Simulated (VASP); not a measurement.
Wanted: the native input for a VASP 6.6.1 run.

- Task: single point
- Functional: HSE06
- Potentials or basis: VASP PAW PBE potentials, release 64 (Al, Cu)
- Cutoff: 520 eV
- k mesh: 8 × 8 × 8
- Occupations: gaussian, width 0.1 eV
- Spin: no spin polarisation
- Grid for exact exchange (PRECFOCK): Fast
- Screening parameter: 0.2 1/A
- Further INCAR settings: ALGO = Normal; EDIFF = 1e-06; NBANDS = 16

Crystal: Al2Cu.

```
Al Cu
1.0
    -2.02667    2.02667    2.86532
     2.02667   -2.02667    2.86532
     2.02667    2.02667   -2.86532
Al Cu
2 1
Cartesian
  0.0000 2.0267 1.4327
  2.0267 0.0000 1.4327
  0.0000 0.0000 2.8653
```

The cell comes from a database or a generator and needn't be the stable form of this composition.

One way to write it, as run:

POSCAR

```
Al2Cu
1.0
   -2.0266700000      2.0266700000      2.8653200000
    2.0266700000     -2.0266700000      2.8653200000
    2.0266700000      2.0266700000     -2.8653200000
Al Cu
2 1
Direct
    0.7500000000      0.2500000000      0.5000000000
    0.2500000000      0.7500000000      0.5000000000
    0.5000000000      0.5000000000      0.0000000000
```

INCAR.step1

```
SYSTEM = Al2Cu
ALGO     = Normal         ! electronic algorithm
EDIFF    = 1E-5           ! SCF threshold, eV
ENCUT    = 520            ! plane-wave cutoff, eV
GGA      = PE             ! functional
ISIF     = 2              ! what is computed and relaxed
ISMEAR   = 0              ! smearing method
LASPH    = .TRUE.         ! aspherical terms in the spheres
LCHARG   = .FALSE.        ! write CHGCAR
LREAL    = .FALSE.        ! projectors in reciprocal space
LWAVE    = .TRUE.         ! write WAVECAR
NBANDS   = 16             ! bands
NELM     = 60             ! most SCF steps
PREC     = Accurate       ! precision mode
SIGMA    = 0.1            ! smearing width, eV
```

INCAR.step2

```
SYSTEM = Al2Cu
ALGO     = Normal         ! electronic algorithm
EDIFF    = 1E-6           ! SCF threshold, eV
ENCUT    = 520            ! plane-wave cutoff, eV
GGA      = PE             ! functional
HFSCREEN = 0.2            ! screening, 1/A
ISIF     = 2              ! what is computed and relaxed
ISMEAR   = 0              ! smearing method
ISTART   = 1            
LASPH    = .TRUE.         ! aspherical terms in the spheres
LCHARG   = .FALSE.        ! write CHGCAR
LHFCALC  = .TRUE.         ! exact exchange
LREAL    = .FALSE.        ! projectors in reciprocal space
LWAVE    = .FALSE.        ! write WAVECAR
NBANDS   = 16             ! bands
NELM     = 60             ! most SCF steps
PREC     = Accurate       ! precision mode
PRECFOCK = Fast         
SIGMA    = 0.1            ! smearing width, eV
```

KPOINTS

```
k-points
0
G
  8 8 8
  0 0 0
```

Potentials or basis: VASP PAW PBE potentials, release 64 (Al, Cu).

The run is started by

```bash
$ cat potpaw_PBE.64/Al/POTCAR potpaw_PBE.64/Cu/POTCAR > POTCAR
$ cp INCAR.step1 INCAR
$ mpirun -np 1 vasp_std > vasp.out
$ cp INCAR.step2 INCAR
$ mpirun -np 1 vasp_std > vasp.out
```

It gave:

```json
{"Pressure": "1.3 GPa", "Band gap on the k mesh": "none (metal or under the smearing width)"}
```

Caveat: the PAW data sets were made with another functional, which shifts forces and pressure a little.

Wall time 100 min on 1 thread of Intel(R) Xeon(R) 6975P-C (Granite Rapids), with other jobs on the host, peak memory 0.34 GiB.
